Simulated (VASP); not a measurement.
Crystal: In2O3.

```
In O
1.0
     2.74350    1.58396    4.83667
    -2.74350    1.58396    4.83667
     0.00000   -3.16792    4.83667
In O
4 6
Direct
  0.85731 0.85731 0.85731
  0.64269 0.64269 0.64269
  0.14269 0.14269 0.14269
  0.35731 0.35731 0.35731
  0.04800 0.75000 0.45200
  0.75000 0.45200 0.04800
  0.45200 0.04800 0.75000
  0.95200 0.25000 0.54800
  0.25000 0.54800 0.95200
  0.54800 0.95200 0.25000
```

- Program: VASP 6.6.1
- Task: relaxation of cell and atoms
- Functional: LDA
- Potentials or basis: VASP PAW LDA potentials, release 64 (In_d, O)
- Cutoff: 600 eV
- k mesh: 6 × 6 × 6
- Occupations: gaussian, width 0.02 eV
- Spin: no spin polarisation

At the start: pressure -2.6 GPa; volume 12.61 Å³/atom.

**Question.** How do energy, volume and symmetry change on relaxing?

**Answer.** Over 15 steps the energy falls by 2.4 meV/atom and the volume is 12.41 Å³/atom (-1.6 %); space group R-3c (No. 167, to 0.05 Å).

The path:
```csv
step,energy change (eV),largest force (eV/Å),pressure (GPa),volume (Å³)
1,0.0000,0.1737,-2.61,126.11
2,-0.0050,0.1039,2.92,122.40
3,-0.0201,0.1038,0.26,124.09
4,-0.0224,0.0564,0.03,124.20
5,-0.0225,0.0715,-0.01,124.24
6,-0.0232,0.0340,-0.06,124.26
7,-0.0234,0.0074,-0.12,124.27
8,-0.0235,0.0042,0.10,124.09
9,-0.0235,0.0089,0.05,124.11
10,-0.0235,0.0021,0.09,124.10
11,-0.0235,0.0092,0.10,124.11
12,-0.0236,0.0028,0.05,124.10
13,-0.0236,0.0038,0.05,124.10
14,-0.0236,0.0081,0.05,124.10
15,-0.0236,0.0028,0.05,124.10
```

Final structure:
```xyz
10
Lattice="2.7336 1.5782 4.7942 -2.7336 1.5782 4.7942 0.0000 -3.1565 4.7942" Properties=species:S:1:pos:R:3 pbc="T T T"
In    0.0000    0.0000   12.3355
In    0.0000    0.0000    9.2386
In    0.0000    0.0000    2.0473
In    0.0000    0.0000    5.1441
O    -1.9257   -0.1789    5.9928
O     0.8079    1.7571    5.9928
O     1.1178   -1.5782    5.9928
O     1.9257    0.1789    8.3899
O    -0.8079   -1.7571    8.3899
O    -1.1178    1.5782    8.3899
```
